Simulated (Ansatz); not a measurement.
## KI: frozen-core PAW against all-electron methods

```
K I
1.0
     0.00000    3.52455    3.52455
     3.52455    0.00000    3.52455
     3.52455    3.52455    0.00000
K I
1 1
Direct
  0.00000 0.00000 0.00000
  0.50000 0.50000 0.50000
```

Atom numbers follow the list: K1, I2.

The cell is COD entry 9009735, as deposited and not checked against the literature; nothing was relaxed.

Spin–orbit coupling is left out, though it moves levels of the heavy atoms by tenths of an eV or more.

Levels of theory: DFT, PBE, PAW with Ansatz's default frozen-core files, scalar-relativistic (Ansatz 0.2.0); DFT, PBE, all-electron PAW with datasets made for the crystal, scalar-relativistic (Ansatz 0.2.0); DFT, PBE, all-electron LAPW, scalar-relativistic (Ansatz 0.2.0).

For PAW: a Γ-centred 8×8×8 k mesh, Fermi–Dirac smearing of 0.01 eV, cutoff 420 eV, no spin polarisation. The crystal-made all-electron datasets (AE datasets) take a cutoff of 200 eV at this cell. LAPW targets a basis error of 1 meV/atom. The Ansatz runs share mesh, smearing and spin set-up. Plane-wave (PAW) pressures include the program's estimate of the Pulay term.

Stress and pressure are positive in compression.

Levels count from the top of the valence band.

```tsv
quantity	PAW	AE datasets	LAPW
pressure (GPa)	0.68	0.68	0.68
band gap (eV)	3.983	3.983	3.983
highest filled level at Γ (eV)	0.000	0.000	0.000
lowest empty level at Γ (eV)	3.983	3.983	3.983
highest filled level at U (eV)	-0.386	-0.386	-0.386
lowest empty level at U (eV)	5.615	5.615	5.615
```
